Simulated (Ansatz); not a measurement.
CoO:

```
CELL_PARAMETERS angstrom
0.00000 2.13150 2.13150
2.13150 0.00000 2.13150
2.13150 2.13150 0.00000
ATOMIC_POSITIONS crystal
Co 0.00000 0.00000 0.00000
O 0.50000 0.50000 0.50000
```

Base run:

| Property | Result |
| --- | --- |
| Program | Ansatz 0.2.0 |
| Functional | PBE |
| Potentials or basis | Ansatz PAW |
| Cutoff | 420 eV (not typed: the program's choice for these potentials) |
| k mesh | 9 × 9 × 9 |
| Occupations | fermi-dirac, width 0.05 eV |
| Spin | collinear spin, ferromagnetic start |
| Starting moments | [1.5, 0.0] μB |
| Fixed moment | 1.5 μB |

Its results: pressure -12.5 GPa; site moments Co +1.41; O +0.01 μB.

**Question.** After a change of settings the same cell gave: pressure -18.2 GPa; site moments Co +0.50; O -0.03 μB. Which change was it?
A. fixed moment from 1.5 μB to 2 μB; moments at the start from [1.5, 0.0] to [2.0, 0.0]
B. fixed moment from 1.5 μB to 0.5 μB; moments at the start from [1.5, 0.0] to [0.5, 0.0]
C. fixed moment from 1.5 μB to 3 μB; moments at the start from [1.5, 0.0] to [3.0, 0.0]
D. fixed moment from 1.5 μB to 1 μB; moments at the start from [1.5, 0.0] to [1.0, 0.0]

**Answer.** B.

Caveats: the total moment is fixed, so each spin has its own Fermi level; a cell with one magnetic atom can't hold antiferromagnetic order, which such compounds often take; the thresholds are loose for stress.
